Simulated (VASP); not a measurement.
Here is a VASP 6.6.1 calculation.

File INCAR:

```
PREC     = Accurate       # precision mode
ENCUT    = 520            # plane-wave cutoff, eV
EDIFF    = 1E-7           # SCF threshold, eV
ISMEAR   = 0              # smearing method
SIGMA    = 0.1            # smearing width, eV
LREAL    = F              # projectors in reciprocal space
LASPH    = T              # aspherical terms in the spheres
NELM     = 100            # most SCF steps
ALGO     = Fast           # electronic algorithm
ISIF     = 2              # what is computed and relaxed
LWAVE    = F              # write WAVECAR
LCHARG   = F              # write CHGCAR
GGA      = PE             # functional
NBANDS   = 13             # bands
```

Contents of KPOINTS:

```
Automatic mesh
0
Gamma
  12 12 12
```

Contents of POSCAR:

```
S
1.0
    0.0000000000      2.9396121609      2.9396121609
    2.9396121609      0.0000000000      2.9396121609
    2.9396121609      2.9396121609      0.0000000000
S
2
Direct
    0.2500000000      0.2500000000      0.2500000000
    0.0000000000      0.0000000000      0.0000000000
```

Potentials or basis: VASP PAW PBE potentials, release 64 (S).

Run with:

```sh
$ cat potpaw_PBE.64/S/POTCAR > POTCAR
$ mpirun -np 1 vasp_std > vasp.out
```

Problem. Estimate the band gap on the k mesh.

Solution. None (metal or under the smearing width).

Problem. What does it give for the pressure?

Solution. -1.9 GPa.
